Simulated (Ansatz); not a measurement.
# HfO2: the cost of one run

Program: Ansatz 0.2.0. Level of theory: DFT LDA, scalar-relativistic. These are calculated values, not measurements.

### Step 1. The structure to begin with

It takes space group Fm-3m (No. 225, cubic). Conventional cell: a = 5.115 Å, b = 5.115 Å, c = 5.115 Å, α = 90.00°, β = 90.00°, γ = 90.00°. Hf (site symmetry m-3m) is surrounded by 8 O at 2.21 Å. O (site symmetry -43m) has 4 Hf at 2.21 Å in its first shell of neighbours.

Coordinates:

```cif
data_structure
_symmetry_space_group_name_H-M 'P 1'
_symmetry_Int_Tables_number 1
_cell_length_a 3.6169
_cell_length_b 3.6169
_cell_length_c 3.6169
_cell_angle_alpha 60.000
_cell_angle_beta 60.000
_cell_angle_gamma 60.000
_cell_volume 33.46
loop_
_atom_site_label
_atom_site_type_symbol
_atom_site_fract_x
_atom_site_fract_y
_atom_site_fract_z
_atom_site_occupancy
Hf1 Hf 0.00000 0.00000 0.00000 1
O1 O 0.25000 0.25000 0.25000 1
O2 O 0.75000 0.75000 0.75000 1
```

Atoms are numbered in the order of the input: Hf1, O2, O3.

### Step 2. After the deformation

Space group Fm-3m before, R-3m after.

### Step 3. LAPW, all electrons

input.yaml reads:

```yaml
crystal:
  lattice:
    - [-0.05115, 2.531925, 2.531925]
    - [2.531925, -0.05115, 2.531925]
    - [2.531925, 2.531925, -0.05115]
  atoms:
    - { symbol: Hf, position: [0.0, 0.0, 0.0] }
    - { symbol: O, position: [0.25, 0.25, 0.25] }
    - { symbol: O, position: [0.75, 0.75, 0.75] }
kpoints:
  mp_grid: { grid: [8, 8, 8] }
  band_path:
    path:
      - [0.0, 0.0, 0.0]
      - [0.5, 0.5, 0.5]
      - [0.2551801333, 0.5, 0.7448198667]
      - [-0.2551801333, 0.2551801333, 0.5]
      - [0.0, 0.0, 0.5]
      - [0.0, 0.0, 0.0]
      - [-0.3775900666, 0.0, 0.3775900666]
      - [0.0, 0.3775900666, 0.6224099334]
      - [0.0, 0.5, 0.5]
    npoints: 5
scf:
  occupations: { method: fermi_dirac, width: 0.01 }
hamiltonian:
  xc: lda
  pseudopotentials: { kind: all_electron, lapw: { basis_error: 0.001 } }
output:
  forces: true
  stress: true
  eigenvalues: true
```

Run with:

```sh
ansatz run input.yaml --threads 1 --pin off --max-ram 4096MiB --backend cpu --events-out ev --progress --plain --runs-dir out
```

Q: Estimate wall time and peak memory on 1 thread of Arm Neoverse V2, shared host.

About 33 s, with a peak of 0.46 GiB.
